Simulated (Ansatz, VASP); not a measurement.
**C in VASP and in Ansatz**

```
C
1.0
     2.58097    0.00000    0.00000
    -1.29048    2.23518    0.00000
     0.00000    0.00000    8.30459
C
8
Direct
  0.00000 0.00000 0.09297
  0.00000 0.00000 0.59297
  0.00000 0.00000 0.40703
  0.00000 0.00000 0.90703
  0.33333 0.66667 0.15553
  0.66667 0.33333 0.65553
  0.33333 0.66667 0.34447
  0.66667 0.33333 0.84447
```

Change from the starting cell: strain +0.025 along x and y, +0.000 along z, atoms carried along.

Alike in both runs: task single point; functional PBE; k mesh 12 × 12 × 4; occupations gaussian, width 0.05 eV; no spin polarisation.

```csv
,VASP,Ansatz
version,VASP 6.6.1,Ansatz 0.2.0
potentials or method,"VASP PAW PBE potentials, release 64 (C)","scalar-relativistic, plane waves, PAW"
plane-wave cutoff (eV),520,420
valence electrons in the cell,32,32
```

Ansatz gave:

```
gap on the k mesh at the Fermi level (eV)       : 4.15
least direct gap on the mesh (eV)               : 4.92
pressure (GPa)                                  : -19.2
largest component of the traceless stress (GPa) : 17.67
rms of the force components (eV/Å)              : 0.028
```

Question: What did VASP give for the same quantities?

Answer: gap on the k mesh at the Fermi level (eV): 4.14; least direct gap on the mesh (eV): 4.91; pressure (GPa): -18.7; largest component of the traceless stress (GPa): 17.73; rms of the force components (eV/Å): 0.029.

Atom by atom the forces differ by 0.003 eV/Å (rms over components). With one functional, cell and mesh, what is left measures potentials, basis and numerics.

Caveats: so large a pressure means that the cell lies far from this level's equilibrium, or that cutoff or potentials fall short (VASP).
